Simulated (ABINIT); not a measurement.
Runs of ABINIT 10.8.3 (patched build) on TiSi2. Symmetry: Immm, No. 71, orthorhombic system. The conventional cell has a = 2.946 Å, b = 3.424 Å, c = 8.424 Å, α = 90.00°, β = 90.00°, γ = 90.00°. Ti (site symmetry mmm) is surrounded by 10 Si at 2.67 to 2.78 Å and 2 Ti at 2.95 Å. Si (site symmetry mm2) has 7 Si at 2.63 to 2.95 Å and 5 Ti at 2.67 to 2.78 Å as nearest neighbours. The cell comes from a database or a generator and needn't be the stable form of this composition.

| task | level | potentials or basis | cell | k mesh | cutoff (eV) | bands in the sums | broadening (eV) | scissor shift (eV) | tensor components | cell freedom (optcell) | gap on the mesh (eV) | pressure (GPa) | largest force (eV/Å) |
| --- | --- | --- | --- | --- | --- | --- | --- | --- | --- | --- | --- | --- | --- |
| single point | LDA | PseudoDojo NC SR LDA v0.4 stringent | cell relaxed | 9 × 9 × 9 | 1143 | - | - | - | - | - | none | 0.0 | - |
| single point | LDA | PseudoDojo NC SR LDA v0.4.1 standard | as given | 9 × 9 × 9 | 952 | - | - | - | - | - | none | - | 0.11 |
| optical spectrum | LDA | PseudoDojo NC SR LDA v0.4.1 standard | as given | 12 × 12 × 12 | 952 | 16 | 0.15 | 0 | 11 × 22 × 33 | - | none | - | 0.11 |
| relaxation of cell and atoms | LDA | PseudoDojo NC SR LDA v0.4 stringent | relaxed | 9 × 9 × 9 | 1143 | - | - | - | - | 2 | none | 0.0 | - |
| single point | PBEsol | PseudoDojo NC SR PBEsol v0.4.1 standard | as given | 9 × 9 × 9 | 1034 | - | - | - | - | - | none | -3.8 | (a) |

Alike in all rows: no spin polarisation; smearing fermi-dirac 0.05 eV.

Q: Fill in the values left out.

A: (a) 0.06.

Caveats: the intraband (Drude) term is left out (some runs); spectra need much finer meshes, so this one isn't converged (some runs); independent-particle spectra lack excitons (some runs).

A gap of «none» marks a metal or a gap under the smearing width.
